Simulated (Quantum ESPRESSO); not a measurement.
The system is CsSnI3.

```xyz
5
Lattice="6.2057 0.0000 0.0000 0.0000 6.2057 0.0000 0.0000 0.0000 6.2057" Properties=species:S:1:pos:R:3 pbc="T T T"
Cs    0.0000    0.0000    0.0000
I     3.1029    3.1029    0.0000
I     3.1029    0.0000    3.1029
I     0.0000    3.1029    3.1029
Sn    3.1029    3.1029    3.1029
```

Base run:

| Quantity | Value |
| --- | --- |
| Program | Quantum ESPRESSO 7.5 |
| Functional | PBEsol |
| Potentials or basis | GBRV 1.5 PBEsol |
| Cutoff | 925 eV |
| Density cutoff | 7401 eV |
| k mesh | 5 × 5 × 5 |
| Occupations | fermi-dirac, width 0.05 eV |
| Spin | no spin polarisation |

Its results: pressure -0.7 GPa.

Question: The run is repeated on the same cell with these changes: functional from PBEsol to LDA; potentials or basis from GBRV 1.5 PBEsol to GBRV 1.5 LDA. What comes out?

Answer: Pressure -1.6 GPa.

Caveats: the cell was measured hot, at 500 K.

Not every run made on this cell is shown here.
